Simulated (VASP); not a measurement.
VASP ran on this input.

INCAR:
```
SYSTEM = ZnTe
PREC = Accurate
ENCUT = 400
EDIFF = 1E-6
NELM = 100
ALGO = Normal
LREAL = .FALSE.
LASPH = .TRUE.
ISMEAR = 0
SIGMA = 0.05
GGA = PE
LMAXMIX = 4
LWAVE = .FALSE.
LCHARG = .FALSE.
ISIF = 2
```

**KPOINTS**
```
Automatic mesh
0
Gamma
6 6 6
0 0 0
```

File POSCAR:
```
ZnTe
1
    0.0000000000     3.1110000000     3.1110000000
    3.1110000000     0.0000000000     3.1110000000
    3.1110000000     3.1110000000     0.0000000000
Zn Te
1 1
Direct
  0.0000000000   0.0000000000   0.0000000000
  0.2500000000   0.2500000000   0.2500000000
```

POTCAR, in this order: Zn Te (PBE.64 set). Program: vasp_gam.

Output of the run:

standard output:
```
 POSCAR found type information on POSCAR ZnTe
 POSCAR found :  2 types and       2 ions
 Reading from existing POTCAR
 Reading from existing POTCAR
 LDA part: xc-table for (Slater+PW92), standard interpolation

 -----------------------------------------------------------------------------
|                                                                             |
|     EEEEEEE  RRRRRR   RRRRRR   OOOOOOO  RRRRRR      ###     ###     ###     |
|     E        R     R  R     R  O     O  R     R     ###     ###     ###     |
|     E        R     R  R     R  O     O  R     R     ###     ###     ###     |
|     EEEEE    RRRRRR   RRRRRR   O     O  RRRRRR       #       #       #      |
|     E        R   R    R   R    O     O  R   R                               |
|     E        R    R   R    R   O     O  R    R      ###     ###     ###     |
|     EEEEEEE  R     R  R     R  OOOOOOO  R     R     ###     ###     ###     |
|                                                                             |
|     You are using the Gamma-point-only version with more than one           |
|     k-point or some other non-Gamma k-point.                                |
|                                                                             |
|       ---->  I REFUSE TO CONTINUE WITH THIS SICK JOB ... BYE!!! <----       |
|                                                                             |
 -----------------------------------------------------------------------------
```

Q: Read input and log: which fault does this run have?
A. the Γ-only program was given a k-mesh
B. one atom is typed twice, on or next to the same site
C. IBRION is misspelt, so VASP ignores the line and takes its default
D. a hybrid functional was run with ALGO = VeryFast

A: A, the Γ-only program was given a k-mesh. VASP stops with an error: You are using the Gamma-point-only version with more than one k-point or some other non-Gamma k-point. ----> I REFUSE TO CONTINUE WITH THIS SICK JOB ... BYE!!! <----

To mend it, run vasp_std.

The mended run (PBE GGA, plane waves, VASP's PBE PAW potentials (set 64)) converges, and its OSZICAR ends with
```
   1 F= -.51766448E+01 E0= -.51766448E+01  d E =-.477783E-13
```

The compound is ZnTe in the zinc blende structure. The cell was not relaxed at this level.
